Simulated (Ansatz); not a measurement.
The system is PbS.

```xyz
2
Lattice="3.6537 0.0000 0.0000 0.0000 3.6537 0.0000 0.0000 0.0000 3.6537" Properties=species:S:1:pos:R:3 pbc="T T T"
Pb    0.0000    0.0000    0.0000
S     1.8268    1.8268    1.8268
```

Measurements of this composition are mostly on another form, of space group No. 225.

| Quantity | Value |
| --- | --- |
| Program | Ansatz 0.2.0 |
| Task | relaxation of cell and atoms |
| Functional | BLYP |
| Potentials or basis | Ansatz PAW |
| Cutoff | 420 eV (not typed: the program's choice for these potentials) |
| k mesh | 7 × 7 × 7 |
| Occupations | fermi-dirac, width 0.05 eV |
| Spin | no spin polarisation |

At the start: volume 24.39 Å³/atom.

Problem. How do energy, volume and symmetry change on relaxing?

Solution. It ends after 5 steps and the volume is 26.35 Å³/atom (+8.1 %); space group Pm-3m (No. 221, to 0.05 Å).

The path:
```csv
step,energy change (eV),largest force (eV/Å),volume (Å³)
1,0.0000,0.0000,48.77
2,-0.0465,0.0000,53.83
3,-0.0501,0.0000,52.83
4,-0.0501,0.0000,52.70
5,-0.0506,0.0000,52.70
```

Final structure:
```xyz
2
Lattice="3.7493 0.0000 0.0000 0.0000 3.7493 0.0000 0.0000 0.0000 3.7493" Properties=species:S:1:pos:R:3 pbc="T T T"
Pb    0.0000    0.0000    0.0000
S     1.8747    1.8747    1.8747
```

Caveat: the plane-wave basis is chosen anew once the cell has moved, so the energies of steps on either side of that aren't comparable; the PAW data sets come from PBE, with cores solved anew for the run's functional, which leaves a small shift of forces and pressure.
